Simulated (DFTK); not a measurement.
Runs of DFTK 0.8.2 on Al. It takes space group Fm-3m (No. 225, cubic). Conventional cell: a = 4.050 Å, b = 4.050 Å, c = 4.050 Å, α = 90.00°, β = 90.00°, γ = 90.00°. Al (site symmetry m-3m) is surrounded by 12 Al at 2.86 Å. 

| task | level | potentials or basis | k mesh | cutoff (eV) | valence electrons | gap on the mesh (eV) | pressure (GPa) | V0 of scaled cells (Å³/atom) | B0 (GPa) |
| --- | --- | --- | --- | --- | --- | --- | --- | --- | --- |
| band structure | BJ06 | SG15 1.2 (PBE) | 11 × 11 × 11 | 1225 | Al 11 | none | - | - | - |
| equation of state | PBEsol | dojo.nc.sr.pbesol.v0_4_1.standard.upf (PBEsol) | 11 × 11 × 11 | 544 | Al 3 | - | - | 16.18 | 84 |
| band structure | PBEsol | SG15 1.2 (PBE) | 11 × 11 × 11 | 1225 | Al 11 | none | (b) | - | - |
| equation of state | LDA | dojo.nc.sr.lda.v0_4_1.stringent.upf (LDA) | 11 × 11 × 11 | 599 | Al 3 | - | - | 15.77 | 85 |
| band structure | LDA | cp2k.nc.sr.lda.v0_1.semicore.gth (LDA, GTH) | 11 × 11 × 11 | 735 | Al 3 | none | -4.2 | - | - |
| band structure | r2SCAN | SG15 1.2 (PBE) | 10 × 10 × 10 | 1225 | Al 11 | none | (a) | - | - |
| single point | PBEsol | dojo.nc.sr.pbesol.v0_4_1.standard.upf (PBEsol) | 11 × 11 × 11 | 707 | Al 3 | none | -2.1 | - | - |
| equation of state | PBEsol | dojo.nc.sr.pbesol.v0_4_1.standard.upf (PBEsol) | 11 × 11 × 11 | 707 | Al 3 | - | - | 16.18 | 84 |

Alike in all rows: no spin polarisation; cell as given; smearing fermi-dirac 0.05 eV.

Fill in the values left out.

(a) -2.5; (b) -1.7.

Caveats: the potentials were made for another functional, which shifts forces and pressure (some runs); the program leaves the constant c of mgga_x_tb09 at 1, so the potential is Becke-Johnson's (BJ06) and not Tran and Blaha's, with levels but no total energy (some runs); GTH potentials come without recommended cutoffs, and this one wasn't checked for convergence (some runs).

A gap of «none» marks a metal or a gap under the smearing width.
